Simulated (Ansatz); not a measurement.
# Zn: the cost of one run

Program: Ansatz 0.2.0. Level of theory: DFT PBE, scalar-relativistic, plane waves, PAW. These are calculated values, not measurements.

1 further run of the same task is left out (set aside as unsound or not needed).

### Step 1. The starting structure

The structure is monoclinic, space group C2/m (No. 12). The conventional cell has a = 4.536 Å, b = 2.617 Å, c = 7.472 Å, α = 90.00°, β = 102.30°, γ = 90.00°. Zn (site symmetry 2/m) is surrounded by 12 Zn at 2.62 to 2.89 Å. Zn (site symmetry m) is surrounded by 12 Zn at 2.62 to 2.89 Å.

Cell or atoms stand a little off a more symmetric structure (R-3m at a tolerance of 0.3 Å), so results at this geometry aren't those of that ideal crystal.

Coordinates:

```cif
data_structure
_symmetry_space_group_name_H-M 'C2/m'
_symmetry_Int_Tables_number 12
_cell_length_a 4.5363
_cell_length_b 2.6170
_cell_length_c 7.4719
_cell_angle_alpha 90.000
_cell_angle_beta 102.300
_cell_angle_gamma 90.000
_cell_volume 86.67
loop_
_atom_site_label
_atom_site_type_symbol
_atom_site_symmetry_multiplicity
_atom_site_Wyckoff_symbol
_atom_site_fract_x
_atom_site_fract_y
_atom_site_fract_z
_atom_site_occupancy
Zn1 Zn 2 a 0.00000 0.00000 0.00000 1
Zn2 Zn 4 i 0.22198 0.00000 0.66550 1
```

The structure comes from the Materials Project (structure only).

(A quick probe on a coarse mesh, which set the mesh and smearing, is not shown.)

### Step 3. The relaxation

input.yaml

```yaml
crystal:
  lattice:
    - [2.2681701736, -1.30848701, 0.0]
    - [2.2681701736, 1.30848701, 0.0]
    - [-1.5917165425, 0.0, 7.3004081919]
  atoms:
    - { symbol: Zn, position: [0.0, 0.0, 0.0] }
    - { symbol: Zn, position: [0.22198214, 0.22198214, 0.66549502] }
    - { symbol: Zn, position: [0.77801786, 0.77801786, 0.33450498] }
basis:
  ecutwfc: 420
kpoints:
  mp_grid: { grid: [18, 18, 6] }
hamiltonian:
  xc: pbe
scf:
  occupations: { method: gaussian, width: 0.1 }
output:
  forces: true
  stress: true
  eigenvalues: true
relax:
  adjacent_minimum: "off"
  f_tol: 0.005
  max_steps: 80
  cell: { stress_tol: 0.05 }
```

What time and memory should one allow on 1 thread of an Arm CPU, shared host?

About 5.2 min, with a peak of 0.65 GiB.
